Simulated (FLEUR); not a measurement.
# La (P6_3/mmc) in FLEUR: notebook

One crystal, La, is run at these levels: PBE; tasks: single point.

Program: FLEUR MaX-R8.1 (later development tree). These are calculated values, not measurements. Logs are shortened: lines on timing, memory, paths and dates and some standing lists are left out, and cuts for length are marked.

**1. The structure**

The structure is hexagonal, space group P6_3/mmc (No. 194). Conventional cell: a = 3.750 Å, b = 3.750 Å, c = 6.070 Å, α = 90.00°, β = 90.00°, γ = 120.00°. La (site symmetry -6m2) is surrounded by 12 La at 3.73 to 3.75 Å.

This isn't the form of La at room conditions, which is double hcp.

**2. Single point, PBE**

Input file inp.xml:

```xml
<?xml version="1.0" encoding="UTF-8" standalone="no"?>
<fleurInput fleurInputVersion="0.39">
   <comment>
      La                                                                                                  
   </comment>
   <calculationSetup>
      <cutoffs Kmax="4.1" Gmax="12.7" GmaxXC="12.7" numbands="0"/>
      <scfLoop itmax="60" minDistance="0.00001" maxIterBroyd="15" imix="Anderson" alpha="0.05" precondParam="0.0" spinf="2.0" sdNocoIR="T"/>
      <coreElectrons ctail="T" frcor="F" kcrel="0" coretail_lmax="0"/>
      <xcFunctional name="pbe" relativisticCorrections="F"/>
      <magnetism jspins="1"/>
      <soc l_soc="F" theta="0.0" phi="0.0" spav="F"/>
      <expertModes spex="0" secvar="F"/>
      <geometryOptimization l_f="T" forcealpha="1.0" forcemix="BFGS" epsdisp="0.0005" epsforce="0.0002"/>
      <ldaU l_linMix="F" mixParam="0.05" spinf="1.0"/>
   </calculationSetup>
   <cell>
      <bzIntegration valenceElectrons="22.0" mode="hist" fermiSmearingEnergy="0.00183747">
         <kPointListSelection listName="default-1"/>
         <!-- k-points included here -->
         <xi:include xmlns:xi="http://www.w3.org/2001/XInclude" href="kpts.xml"> </xi:include>
      </bzIntegration>
      <!-- symmetry operations included here -->
      <xi:include xmlns:xi="http://www.w3.org/2001/XInclude" href="sym.xml"> </xi:include>
      <bulkLattice scale="1.0">
         <bravaisMatrix>
            <row-1>    7.0864729672499998     0.0000000000000000     0.0000000000000000</row-1>
            <row-2>   -3.5432364836249999     6.1370656128859791     0.0000000000000000</row-2>
            <row-3>    0.0000000000000000     0.0000000000000000    11.4706375763219999</row-3>
         </bravaisMatrix>
      </bulkLattice>
   </cell>
   <atomSpecies>
      <species name="Lanthanum (La)" element="La" atomicNumber="57">
         <mtSphere radius="2.66" gridPoints="879" logIncrement="0.015"/>
         <atomicCutoffs lmax="10" lnonsphr="10"/>
         <electronConfig flipSpins="F">
            <coreConfig>(1s1/2) (2s1/2) (2p1/2) (2p3/2) (3s1/2) (3p1/2) (3p3/2) (4s1/2) (3d3/2) (3d5/2) (4p1/2) (4p3/2) (4d3/2) (4d5/2)</coreConfig>
            <valenceConfig>(5s1/2) (5p1/2) (5p3/2) (6s1/2) (5d3/2) (5d5/2)</valenceConfig>
            <stateOccupation state="(5d3/2)" spinUp="0.200000" spinDown="0.200000"/>
            <stateOccupation state="(5d5/2)" spinUp="0.300000" spinDown="0.300000"/>
         </electronConfig>
         <energyParameters s="6" p="5" d="5" f="4"/>
         <lo type="SCLO" l="0" n="5" eDeriv="0"/>
         <lo type="HELO" l="1" n="6" eDeriv="0"/>
         <lo type="HELO" l="1" n="6" eDeriv="1"/>
         <lo type="SCLO" l="2" n="5" eDeriv="2"/>
         <lo type="SCLO" l="3" n="4" eDeriv="2"/>
      </species>
   </atomSpecies>
   <atomGroups>
      <atomGroup species="Lanthanum (La)">
         <relPos label="                   1">-1.000/3.000 1.000/3.000 -1.000/4.000</relPos>
         <relPos label="                   2">1.000/3.000 -1.000/3.000 1.000/4.000</relPos>
         <force calculate="T" relaxXYZ="TTT"/>
      </atomGroup>
   </atomGroups>
   <output dos="F" band="F" slice="F">
      <checks vchk="F" cdinf="F"/>
      <bandDOS minEnergy="-.5*Htr" maxEnergy="0.5*Htr" sigma="0.015" storeEVData="T"/>
      <vacuumDOS vacdos="F" integ="F" star="F" nstars="0" locx1="0.0" locy1="0.0" locx2="0.0" locy2="0.0" nstm="0" tworkf="0.0"/>
      <unfoldingBand unfoldBand="F" supercellX="1" supercellY="1" supercellZ="1"/>
      <plotting iplot="0" polar="F">
         <plot TwoD="T" vec1="  1.0  0.0  0.0" vec2="  0.0  1.0  0.0" vec3="  0.0  0.0  1.0" zero="  0.0  0.0  0.0" file="plot"/>
      </plotting>
      <chargeDensitySlicing numkpt="0" minEigenval="0.0" maxEigenval="0.0" nnne="0" pallst="F"/>
      <specialOutput eonly="F"/>
      <moessbauerParams electricFieldGradient="T" isomerShift="T" coreHyperfine="T" valenceHyperfine="T"/>
      <magneticCircularDichroism mcd="F" energyLo="-10.0" energyUp="0.0"/>
   </output>
  <!-- We include the file relax.xml here to enable relaxations (see documentation) -->
  <xi:include xmlns:xi="http://www.w3.org/2001/XInclude" href="relax.xml"> <xi:fallback/> </xi:include>
</fleurInput>
```

Input file crystal.txt:

```
La
&input cartesian=F /
3.7500000000  0.0000000000  0.0000000000
-1.8750000000  3.2475952642  0.0000000000
0.0000000000  0.0000000000  6.0700000000
1.8897261246
1.0 1.0 1.0

2
57 0.6666666666  0.3333333332  0.7500000000
57 0.3333333332  0.6666666666  0.2500000000

&kpt div1=8 div2=8 div3=5 gamma=T /
```

Potentials or basis: all-electron, FLAPW.

The run is started by

```bash
inpgen -f crystal.txt -profile fastHighL
# inp.xml edited to the form shown
fleur_MPI
```

Log:

```text
Welcome to FLEUR        (www.flapw.de)
      MaX-Release 8.1          (www.max-centre.eu)

 ========== k-point set info ==========
 Selected k-point list: default-1
 k-point list type: mesh
 8 x 8 x 5
 Number of k points: 30

 ------------Calculation Setup---------------------------
 Number of MPI-tasks      :            1
 Number of PE/node        :            1
 Number of OMP-threads    :            1
 Most efficient MPI parallelization for:
           1           2           3           5           6          10          15          30
 Additional eigenvalue parallelization possible
 Number of basis functions:          660
 Approximate size of matrices (H+S) per k-point:         0.006 GB
 --------------------------------------------------------
 Iteration:     1   Distance:       3.65641698 me/bohr^3
 Iteration:     2   Distance:       3.46025091 me/bohr^3
 Iteration:     3   Distance:       0.75435015 me/bohr^3
 Iteration:     4   Distance:       0.32035051 me/bohr^3
 Iteration:     5   Distance:       0.25669669 me/bohr^3
 Iteration:     6   Distance:       0.02660025 me/bohr^3
 Iteration:     7   Distance:       0.02610492 me/bohr^3
 Iteration:     8   Distance:       0.00387536 me/bohr^3
 Iteration:     9   Distance:       0.00062052 me/bohr^3
 Iteration:    10   Distance:       0.00044573 me/bohr^3
 Iteration:    11   Distance:       0.00006324 me/bohr^3
 Iteration:    12   Distance:       0.00002672 me/bohr^3
 Iteration:    13   Distance:       0.00000421 me/bohr^3

 ********************************************************************
 Run finished successfully
 Stop message:
   Structural relaxation: Done
 ********************************************************************
```

out.xml (last iteration):

```text
<iteration numberForCurrentRun="   14" overallNumber="   14">
         <energyParameters units="Htr">
            <atomicEP atomType="1" spin="1" branch="6s" branchLowest="-0.67" branchHighest="3.01" value="0.2921238051"/>
            <atomicEP atomType="1" spin="1" branch="5p" branchLowest="-6.71" branchHighest="0.06" value="-0.2000016905"/>
            <atomicEP atomType="1" spin="1" branch="5d" branchLowest="-3.18" branchHighest="1.22" value="0.3752857406"/>
            <atomicEP atomType="1" spin="1" branch="4f" branchLowest="-9.99" branchHighest="0.52" value="0.4548744124"/>
            <loAtomicEP atomType="1" spin="1" branch="5s" branchLowest="-9.15" branchHighest="-0.67" value="-0.8159370420"/>
            <heloAtomicEP atomType="1" spin="1" branch="6p" branchLowest="2.49" branchHighest="2.49" value="2.4884949060"/>
            <heloAtomicEP atomType="1" spin="1" branch="6p" branchLowest="2.49" branchHighest="2.49" value="2.4884949060"/>
            <loAtomicEP atomType="1" spin="1" branch="5d" branchLowest="-3.18" branchHighest="1.22" value="0.3741350231"/>
            <loAtomicEP atomType="1" spin="1" branch="4f" branchLowest="-9.99" branchHighest="0.52" value="0.4519040350"/>
         </energyParameters>
         <eigenvalues>
            <eigenvaluesAt spin="1" ikpt="1" k_x="0.00000000" k_y="0.00000000" k_z="0.00000000">
                      -0.8208202260       -0.8132302456       -0.2462570030       -0.2014729870       -0.2014729870
                      -0.1945657510       -0.1945657510       -0.1936759289        0.2687795326        0.3213857514
                       0.4256966401        0.4348987187        0.4348987187        0.4408573160        0.4441706284
                       0.4465805268        0.4465805268        0.4495813215
            </eigenvaluesAt>
            <eigenvaluesAt spin="1" ikpt="2" k_x="0.00000000" k_y="0.00000000" k_z="0.20000000">
                      -0.8201165549       -0.8139770542       -0.2417765488       -0.2008258889       -0.2008258889
                      -0.1993754285       -0.1952380518       -0.1952380518        0.2798437030        0.3236132098
                       0.4216197967        0.4344012549        0.4344012549        0.4349240182        0.4350283811
                       0.4444691313        0.4444691313        0.4497123195
            </eigenvaluesAt>
            <eigenvaluesAt spin="1" ikpt="3" k_x="0.00000000" k_y="0.00000000" k_z="0.40000000">
                      -0.8182539285       -0.8159094176       -0.2295984527       -0.2134855612       -0.1991193419
                      -0.1991193419       -0.1969851921       -0.1969851921        0.3057736104        0.3238743253
                       0.4089153781        0.4140096237        0.4352852942        0.4352852942        0.4379204797
                       0.4394998439        0.4394998439        0.4447376888
            </eigenvaluesAt>
            <eigenvaluesAt spin="1" ikpt="4" k_x="0.00000000" k_y="0.12500000" k_z="0.00000000">
                      -0.8198971085       -0.8127991491       -0.2438419877       -0.2076562217       -0.2033829734
                      -0.2008681492       -0.1953713968       -0.1946852373        0.2837031813        0.3346865388
                       0.4036003609        0.4263668199        0.4297185978        0.4372303502        0.4399495716
                       0.4459401921        0.4462687120        0.4485589482
            </eigenvaluesAt>
         </eigenvalues>
         <bandgap value="0.0021327026" units="eV"/>
         <sumValenceSingleParticleEnergies value="-3.7359461986" units="Htr"/>
         <FermiEnergy value="0.3862624040" units="Htr"/>
         <valenceDensity>
            <mtCharges spin="1">
               <mtCharge atomType="1" total="8.3193235" s="2.0475958" p="5.4134646" d="0.7737433" f="0.0839384"/>
            </mtCharges>
            <spinDependentCharge spin="1" total="22.0000000" interstitial="5.3613529" mtSpheres="16.6386471"/>
            <totalCharge value="22.0000000001"/>
         </valenceDensity>
         <coreStates atomType="     1" atomicNumber=" 57" spin="1" kinEnergy="   9039.4792125502" eigValSum="  -5236.5113420613" lostElectrons=" 0.000466">
            <state n="1" l="0" j="0.5" energy="-1422.3040399685" weight="1.0000000000"/>
            <state n="2" l="0" j="0.5" energy="-225.7945202371" weight="1.0000000000"/>
            <state n="2" l="1" j="0.5" energy="-212.9017828614" weight="1.0000000000"/>
            <state n="2" l="1" j="1.5" energy="-197.7190613772" weight="2.0000000000"/>
            <state n="3" l="0" j="0.5" energy="-47.7984685605" weight="1.0000000000"/>
            <state n="3" l="1" j="0.5" energy="-42.3654384555" weight="1.0000000000"/>
            <state n="3" l="1" j="1.5" energy="-39.4062464384" weight="2.0000000000"/>
            <state n="4" l="0" j="0.5" energy="-9.1509859589" weight="1.0000000000"/>
            <state n="3" l="2" j="1.5" energy="-29.8949939576" weight="2.0000000000"/>
            <state n="3" l="2" j="2.5" energy="-29.2619418698" weight="3.0000000000"/>
            <state n="4" l="1" j="0.5" energy="-7.1524107703" weight="1.0000000000"/>
            <state n="4" l="1" j="1.5" energy="-6.5233466579" weight="2.0000000000"/>
            <state n="4" l="2" j="1.5" energy="-3.2484637945" weight="2.0000000000"/>
            <state n="4" l="2" j="2.5" energy="-3.1393247192" weight="3.0000000000"/>
         </coreStates>
         <allElectronCharges>
            <spinDependentCharge spin="1" total="114.0000000" interstitial="5.3622847" mtSpheres="108.6377153"/>
            <totalCharge value="113.9999999900"/>
         </allElectronCharges>
         <moessbauerParams unitsHFF="kG" unitsIS="e/bohr^3" unitsEFG="Htr/bohr^2">
            <coreIsomerShift atomType="1" isTotal="360070.31809">
               <shell n="1" l="0" isomerShift="310338.24046"/>
               <shell n="2" l="0" isomerShift="38437.78198"/>
               <shell n="2" l="1" isomerShift="1251.90401"/>
               <shell n="3" l="0" isomerShift="7892.19188"/>
               <shell n="3" l="1" isomerShift="281.26592"/>
               <shell n="4" l="0" isomerShift="1807.25660"/>
               <shell n="3" l="2" isomerShift="0.00007"/>
               <shell n="4" l="1" isomerShift="61.67716"/>
               <shell n="4" l="2" isomerShift="0.00002"/>
            </coreIsomerShift>
            <isomerShift atomType="1" nucleusRadius="0.0001223" averageDensity="360406.83164"/>
            <electricFieldGradient atomType="1" VXX="-0.09264" VYY="-0.09264" VZZ="0.18528" asymParam="0.00000">
            </electricFieldGradient>
         </moessbauerParams>
         <totalEnergy                                    value="   -16995.3229108386" units="Htr">
            <sumOfEigenvalues                            value="   -10476.7586303211">
               <coreElectrons value="-10473.0226841225"/>
               <valenceElectrons value="-3.7359461986"/>
            </sumOfEigenvalues>
            <densityCoulombPotentialIntegral value="-28131.8520591326"/>
            <densityEffectivePotentialIntegral value="-28665.0902742972"/>
            <chargeDenXCDenIntegral value="-408.3039007186"/>
            <FockExchangeEnergyValence value="0.0000000000"/>
            <FockExchangeEnergyCore value="0.0000000000"/>
            <atomTypeDependentContributions atomType="1">
               <electronNucleiInteractionDifferentMTs value="20637.9521839051"/>
               <MadelungTerm value="-71.4724406248"/>
            </atomTypeDependentContributions>
            <tkbTimesEntropy value="0.0013448640"/>
            <freeEnergy value="-16995.3242557026"/>
            <extrapolationTo0K value="-16995.3235832706"/>
         </totalEnergy>
         <totalForcesOnRepresentativeAtoms units="Htr/bohr">
            <forceTotal atomType="1" x="-3.543236" y="2.045689" z="-2.867659" F_x="0.00000000" F_y="0.00000000" F_z="0.00000000"/>
         </totalForcesOnRepresentativeAtoms>
      </iteration>
```

It took 71 s on 1 thread of Arm Neoverse V1, shared host; peak memory 0.07 GiB.

Results:

```
Free energy                                           : -462466.3327 eV
Band gap on the k mesh                                : none (metal or under the smearing width)
Valence electrons inside the program's atomic spheres : La 8.32 (radii La 2.66 bohr)
```

Levels at points of the mesh, in eV from the Fermi level:
```tsv
k point	band 7	band 8	band 9	band 10	band 11	band 12	band 13	band 14	band 15	band 16
(0.00, 0.00, 0.00)	-15.81	-15.78	-3.20	-1.77	1.07	1.32	1.32	1.49	1.58	1.64
(0.00, 0.50, 0.00)	-16.13	-15.98	-1.61	-1.16	-1.15	1.20	1.24	1.30	1.44	1.79
```

Core levels (eV from the Fermi level):
```tsv
atom	levels
1 La	1s1/2 -38713.4, 2s1/2 -6154.7, 2p1/2 -5803.9, 2p3/2 -5390.7, 3s1/2 -1311.2, 3p1/2 -1163.3, 3p3/2 -1082.8, 4s1/2 -259.5, 3d3/2 -824.0, 3d5/2 -806.8, 4p1/2 -205.1, 4p3/2 -188.0, 4d3/2 -98.9, 4d5/2 -95.9
2 La	1s1/2 -38713.4, 2s1/2 -6154.7, 2p1/2 -5803.9, 2p3/2 -5390.7, 3s1/2 -1311.2, 3p1/2 -1163.3, 3p3/2 -1082.8, 4s1/2 -259.5, 3d3/2 -824.0, 3d5/2 -806.8, 4p1/2 -205.1, 4p3/2 -188.0, 4d3/2 -98.9, 4d5/2 -95.9
```

**3. Single point, PBE (atoms moved at random, drawn with an rms of 0.05 Å)**

Changes to inp.xml since step 2:

```diff
@@ -52,4 +52,4 @@
       <atomGroup species="Lanthanum (La)">
-         <relPos label="                   1">-1.000/3.000 1.000/3.000 -1.000/4.000</relPos>
-         <relPos label="                   2">1.000/3.000 -1.000/3.000 1.000/4.000</relPos>
+         <relPos label="                   1">-.3359305000 .3266415000 -.2541740000</relPos>
+         <relPos label="                   2">.3359305000 -.3266415000 .2541740000</relPos>
          <force calculate="T" relaxXYZ="TTT"/>
```

Changes to crystal.txt since step 2:

```diff
@@ -9,4 +9,4 @@
 2
-57 0.6666666666  0.3333333332  0.7500000000
-57 0.3333333332  0.6666666666  0.2500000000
+57 0.6607810000  0.3122920000  0.7432630000
+57 0.3326420000  0.6590090000  0.2516110000
```

Potentials or basis: all-electron, FLAPW.

The run is started by

```bash
inpgen -f crystal.txt -profile fastHighL
# inp.xml edited to the form shown
fleur_MPI
```

Wall time 10 min (1 thread of Arm Neoverse V1, shared host); peak memory 0.14 GiB.

Results (log left out):

- Free energy: -462466.3307 eV
- Largest force: 0.076 eV/Å
- Band gap on the k mesh: none (metal or under the smearing width)
- Valence electrons inside the program's atomic spheres: La 8.32 (radii La 2.66 bohr)

Forces on the atoms (eV/Å):
```
La  -0.001  0.001  0.076
La   0.001 -0.001 -0.076
```

Levels at points of the mesh, in eV from the Fermi level:
```csv
k point,band 8,band 9,band 10,band 11,band 12,band 13,band 14,band 15
"(0.00, 0.00, 0.00)",-15.78,-3.19,-1.76,1.07,1.31,1.33,1.48,1.58
"(0.00, 0.50, 0.00)",-15.97,-1.60,-1.12,-1.07,1.19,1.23,1.25,1.44
"(0.50, 0.00, 0.00)",-15.97,-1.61,-1.17,-1.17,1.21,1.23,1.34,1.44
"(0.50, 0.50, 0.00)",-15.97,-1.61,-1.18,-1.18,1.22,1.22,1.35,1.44
```

Core levels (eV from the Fermi level):
```
atom                                                                                                                                                                                                    levels
1 La  1s1/2 -38713.4, 2s1/2 -6154.7, 2p1/2 -5803.9, 2p3/2 -5390.7, 3s1/2 -1311.2, 3p1/2 -1163.3, 3p3/2 -1082.8, 4s1/2 -259.5, 3d3/2 -824.0, 3d5/2 -806.8, 4p1/2 -205.1, 4p3/2 -188.0, 4d3/2 -98.9, 4d5/2 -95.9
2 La  1s1/2 -38713.4, 2s1/2 -6154.7, 2p1/2 -5803.9, 2p3/2 -5390.7, 3s1/2 -1311.2, 3p1/2 -1163.3, 3p3/2 -1082.8, 4s1/2 -259.5, 3d3/2 -824.0, 3d5/2 -806.8, 4p1/2 -205.1, 4p3/2 -188.0, 4d3/2 -98.9, 4d5/2 -95.9
```
